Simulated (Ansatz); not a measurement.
## PtS2: frozen-core PAW against all-electron methods

```
Pt S
1.0
     0.00000    2.98571    2.98571
     2.98571    0.00000    2.98571
     2.98571    2.98571    0.00000
Pt S
1 2
Direct
  0.00000 0.00000 0.00000
  0.25000 0.25000 0.25000
  0.75000 0.75000 0.75000
```

Atoms are numbered in the order listed.

The structure comes from a relaxation in the same program, started in the fluorite type, and has space group Fm-3m. Whether it is a known phase or the ground state wasn't checked.

Spin–orbit coupling is left out, though it moves levels of the heavy atoms by tenths of an eV or more.

All numbers are computed: DFT, PBE, PAW with Ansatz's default frozen-core files, scalar-relativistic (Ansatz 0.2.0); DFT, PBE, all-electron PAW with datasets made for the crystal, scalar-relativistic (Ansatz 0.2.0); DFT, PBE, all-electron LAPW, scalar-relativistic (Ansatz 0.2.0).

For PAW: a Γ-centred 11×11×11 k mesh, Fermi–Dirac smearing of 0.05 eV, cutoff 420 eV, no spin polarisation. The crystal-made all-electron datasets (AE datasets) take a cutoff of 260 eV at this cell. LAPW targets a basis error of 1 meV/atom. The Ansatz runs share mesh, smearing and spin set-up. Plane-wave (PAW) pressures include the program's estimate of the Pulay term.

Stress and pressure are positive in compression.

Levels count from the Fermi level.

```
                      quantity     PAW  AE datasets    LAPW
                pressure (GPa)    0.04         0.05    0.05
highest filled level at Γ (eV)  -1.544       -1.545  -1.545
  lowest empty level at Γ (eV)   0.369        0.370   0.370
highest filled level at X (eV)  -2.471       -2.470  -2.470
  lowest empty level at X (eV)   0.015        0.014   0.014
```

PAW's pressure differs from the LAPW value by -0.02 GPa. Datasets made for the crystal and LAPW share parts of one code, so their agreement isn't an independent check.
